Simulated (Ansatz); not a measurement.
# Pd (Fm-3m) in Ansatz: further runs

The runs below take Pd through single point, relaxation of cell and atoms, with PBE, PBEsol+D4.

Program: Ansatz 0.2.0. These are calculated values, not measurements. Logs are shortened: lines on timing, memory, paths and dates and some standing lists are left out, and cuts for length are marked.

**1. Starting point**

It takes space group Fm-3m (No. 225, cubic). Conventional cell: a = 3.893 Å, b = 3.893 Å, c = 3.893 Å, α = 90.00°, β = 90.00°, γ = 90.00°. Pd (site symmetry m-3m) is surrounded by 12 Pd at 2.75 Å.

**2. Single point, PBE**

Input file input.yaml:

```yaml
crystal:
  lattice:
    - [0.0, 1.9465, 1.9465]
    - [1.9465, 0.0, 1.9465]
    - [1.9465, 1.9465, 0.0]
  atoms:
    - { symbol: Pd, position: [0.0, 0.0, 0.0] }
kpoints:
  mp_grid: { grid: [12, 12, 12] }
scf:
  occupations: { method: gaussian, width: 0.022 }
hamiltonian:
  xc: pbe
  pseudopotentials: { kind: all_electron, lapw: { basis_error: 0.001 } }
output:
  forces: true
  stress: true
  eigenvalues: true
```

Potentials or basis: all-electron LAPW, scalar-relativistic.

Command:

```bash
$ ansatz run input.yaml --threads 1 --pin off --max-ram 3072MiB --backend cpu --events-out ev --progress --plain --runs-dir out
```

Log:

```text
Warning: RAYON_NUM_THREADS=1 ignored (pool sized by the plan → 1); use --threads N
LAPW: plane waves up to 8.362 Å⁻¹, error target 1.0e-3 eV per atom; small_component_spin mean_spin; Pd in spheres of 1.376 Å, 28 of its electrons in bands, Dirac shells [] (how accurate: hamiltonian.pseudopotentials.lapw.basis_error, Limitations)
Engine: ansatz 0.2.0, x86_64-unknown-linux-gnu
Pseudopotentials: kind: all_electron
Pseudopotential: Pd, LAPW, valence charge 28, lapw/all_electron/scalar/gaussian/Pd, Koelling and Harmon's equation, gaussian nucleus
Functional definition: PBE
  parameter kappa = 0.804
  parameter beta = 0.06672455060314922
  exchange = pbe_x(kappa = kappa, mu = beta*pi^2/3)
  correlation = pbe_c(beta = beta)
Crystal: 1 atoms, lattice volume = 14.750 Å³
Basis set: ecut = 266.40404980599527 eV, 137 PW (Γ), exchange–correlation at level 2
Bands: 18, of which v1, the nominal top of the filled ones, is band 14 counted from 1 (13 counted from 0)
Symmetry: 48 space group operations
Space group: Fm-3m (ITA 225), of the structure as read, at distance tolerance 2.5e-5 Å
k-points: 72 of 1728
Non-local potential: Pd, projectors of the file, none
Initial density: superposition of atomic densities (chi_scale 0.1, normalization cell)
Initial wavefunctions: plane waves of lowest kinetic energy (no species holds an atomic orbital)
Functional: x = pbe(κ = 0.804, μ = 0.2195149727645171), c = pbe(β = 0.06672455060314922)
iter 1 solved again at ethr=7.20e-4 eV; its pass at ethr=1.00e-1 eV (dr2=2.02e-1 eV) is discarded
SCF iter   1: F=—  HF=-137307.575116 eV  |F-HF|=—  |Δ(HF+E_count)|=         —  Δρ=4.94e-2  dr2=2.02e-1  ethr=7.20e-4  ⟨swp⟩=2.7  Hψ=8280  notcnv=0
preconditioner: auto → none  [metal: Δε(μ)=0.010 eV  Ē_g=13.580 eV  σ=0.022 eV  W_gap=0.25  n_scr=8 (ndim 8)  ℏωp=30.6 eV  f_vac=0.005  D(μ)=5.72/eV (n_scr^D=136)  sad-step TF]
iter 2 solved again at ethr=1.79e-5 eV; its pass at ethr=7.20e-4 eV (dr2=5.02e-3 eV) is discarded
SCF iter   2: F=—  HF=-137306.830045 eV  |F-HF|=—  |Δ(HF+E_count)|=   7.45e-1  Δρ=5.78e-3  dr2=5.02e-3  ethr=1.79e-5  ⟨swp⟩=2.0  Hψ=6543  notcnv=0
SCF iter   3: F=—  HF=-137306.675876 eV  |F-HF|=—  |Δ(HF+E_count)|=   1.54e-1  Δρ=1.01e-2  dr2=1.06e-2  ethr=1.79e-5  ⟨swp⟩=3.0  Hψ=4279  notcnv=0
SCF iter   4: F=—  HF=-137306.669415 eV  |F-HF|=—  |Δ(HF+E_count)|=         —  Δρ=8.65e-4  dr2=9.09e-5  ethr=1.79e-5  ⟨swp⟩=2.0  Hψ=3915  notcnv=0
the basis was enlarged: its passes take 261.1 KiB over the memory plan, 1 of 1 planned eigensolver slots
SCF iter   5: F=—  HF=-137306.669179 eV  |F-HF|=—  |Δ(HF+E_count)|=   2.36e-4  Δρ=3.15e-4  dr2=9.36e-6  ethr=3.25e-7  ⟨swp⟩=3.0  Hψ=3755  notcnv=0
SCF iter   6: F=—  HF=-137306.669177 eV  |F-HF|=—  |Δ(HF+E_count)|=   2.31e-6  Δρ=2.11e-5  dr2=4.56e-8  ethr=3.34e-8  ⟨swp⟩=2.0  Hψ=3651  notcnv=0
SCF iter   7: F=-137306.669177 eV  HF=-137306.669177 eV  |F-HF|=2.86e-8  |Δ(HF+E_count)|=   4.38e-7  Δρ=2.95e-6  dr2=9.15e-10  ethr=1.63e-10  ⟨swp⟩=3.0  Hψ=3856  notcnv=0
SCF 1 converged in 7 iterations: F = -137306.669177 eV  dr2 = 9.15e-10
SCF converged after 7 iterations
Free energy (F): -137306.669177 eV
Harris-Foulkes:  -137306.669177 eV  (|F-HF|=2.86e-8)
Internal energy: -137306.667593 eV  (E = F + TS)
E sigma→0 (E₀):  -137306.668385 eV
Entropy (-TS):   -0.001584 eV (-1.584 meV/atom)
Fermi energy:    21.467311 eV
--- Per-component energies (eV) ---
  E_band       = -3134.649132
  E_kinetic    = 143298.143003
  E_xc         = -3922.894207
  E_electrostatic = -276681.916389  (all electrons and nuclei)
  E_smearing   = -0.001584  (= −TS)
  E_closure    = 0.000000  (closes the sum)
  E_atoms      = -137302.962084  (free atoms, spherical and without spin; not in F)
  Σ components = -137306.669177   (vs F -137306.669177, Δ=0.00e0)
  Basis errors (estimates in eV, not in F): energy 2.1e-4 per atom: plane waves 1.7e-4 (1.2e-4 summed), levels above the bands 0.0e0, relativity 6.2e-8, radial functions 3.8e-5, core shells 5.4e-8; eigenvalues (radial functions only) 4.4e-6; not estimated: angular momenta, meshes, grids; target (lapw.basis_error) 1.0e-3; muffin-tin radii Pd 1.376 Å
--- Forces (eV/Å), atoms counted from 1 ---
  atom   1  Pd     0.00000000     0.00000000     0.00000000
  max |Σ_I F_I| component: 4.27e-31 eV/Å
--- Stress (GPa, compression-positive) ---
        6.792827      -0.000000       0.000000
       -0.000000       6.792827       0.000000
        0.000000       0.000000       6.792827
  P = ⅓ Tr σ = 6.7928 GPa (67.928 kbar)
--- Band table (eV; the first three rows and the last of 72) ---
  k-point 0: bands = ["-302.8454", "-302.8454", "-302.8454", "-302.8227", "-302.8227", "-62.6399", "-28.1399", "-28.1399", "-28.1399", "14.3478", "18.6497", "18.6497", "18.6497", "20.2642", "20.2642", "38.5100", "43.2268", "43.2268"]
  k-point 1: bands = ["-302.8454", "-302.8454", "-302.8454", "-302.8227", "-302.8227", "-62.6362", "-28.1680", "-28.1439", "-28.1439", "14.5985", "18.5637", "18.7347", "18.7347", "20.2252", "20.2252", "38.7628", "41.8069", "43.5175"]
  k-point 2: bands = ["-302.8454", "-302.8454", "-302.8454", "-302.8227", "-302.8227", "-62.6263", "-28.2444", "-28.1548", "-28.1548", "15.2764", "18.4153", "18.9067", "18.9067", "20.1994", "20.1994", "38.6521", "39.8349", "44.2840"]
  k-point 71: bands = ["-302.8454", "-302.8454", "-302.8454", "-302.8227", "-302.8227", "-62.5673", "-28.4125", "-28.4125", "-28.2972", "17.1620", "18.1058", "18.1058", "20.1677", "21.7853", "30.4011", "30.4011", "31.8844", "33.0953"]
```

Wall time 4.4 s (1 thread of Intel Xeon 6975P-C (Granite Rapids), shared host); peak memory 0.3 GiB.

Results:

```yaml
Free_energy: -137306.6692 eV
Pressure: 6.8 GPa
Band_gap_on_the_k_mesh: none (metal or under the smearing width)
```

Levels at points of the mesh, in eV from the Fermi level:
```csv
k point,band 10,band 11,band 12,band 13,band 14,band 15,band 16,band 17,band 18
"(0.00, 0.00, 0.00)",-7.12,-2.82,-2.82,-2.82,-1.20,-1.20,17.04,21.76,21.76
"(0.00, 0.00, -0.50)",-5.28,-2.86,-2.86,0.00,0.00,1.04,7.35,16.44,20.97
"(0.00, -0.50, -0.50)",-5.37,-5.09,-0.03,0.32,0.32,3.37,10.79,13.21,13.21
```

**3. Relaxation of cell and atoms, PBEsol+D4**

Edit input.yaml of step 2 so:

```diff
@@ -10,5 +10,6 @@
 scf:
-  occupations: { method: gaussian, width: 0.022 }
+  occupations: { method: fermi_dirac, width: 0.05 }
 hamiltonian:
-  xc: pbe
+  xc: pbesol
+  dispersion: d4
   pseudopotentials: { kind: all_electron, lapw: { basis_error: 0.001 } }
@@ -17,2 +18,5 @@
   stress: true
-  eigenvalues: true
+relax:
+  f_tol: 0.02
+  max_steps: 60
+  cell: {}
```

Potentials or basis: all-electron LAPW, scalar-relativistic.

Command:

```bash
$ ansatz run input.yaml --threads 1 --pin off --max-ram 3072MiB --backend cpu --events-out ev --progress --plain --runs-dir out
```

It took 16 s on 1 thread of Intel Xeon 6975P-C (Granite Rapids), shared host; peak memory 0.32 GiB.

Results (log left out):

```yaml
Free_energy: -137240.7996 eV
Relaxed_volume: 14.33 Å³/atom
Relaxed_cell: a = 2.726 Å, b = 2.726 Å, c = 2.726 Å, α = 60.00°, β = 60.00°, γ = 60.00°
Space_group_after_relaxing_to_0.05_Å: Fm-3m (No. 225)
Energy_gained_by_relaxing: 8.0 meV/atom
Ionic_steps: 5
Pressure_after_relaxing: 0.0 GPa
```

The path:
```
step  energy change (eV)  largest force (eV/Å)  volume (Å³)
   1              0.0000                0.0000        14.75
   2             -0.0026                0.0000        14.00
   3             -0.0080                0.0000        14.35
   4             -0.0080                0.0000        14.33
   5             -0.0080                0.0000        14.33
```

Final structure:
```cif
data_structure
_symmetry_space_group_name_H-M 'P 1'
_symmetry_Int_Tables_number 1
_cell_length_a 2.7261
_cell_length_b 2.7261
_cell_length_c 2.7261
_cell_angle_alpha 60.000
_cell_angle_beta 60.000
_cell_angle_gamma 60.000
_cell_volume 14.33
loop_
_atom_site_label
_atom_site_type_symbol
_atom_site_fract_x
_atom_site_fract_y
_atom_site_fract_z
_atom_site_occupancy
Pd1 Pd 0.00000 0.00000 0.00000 1
```
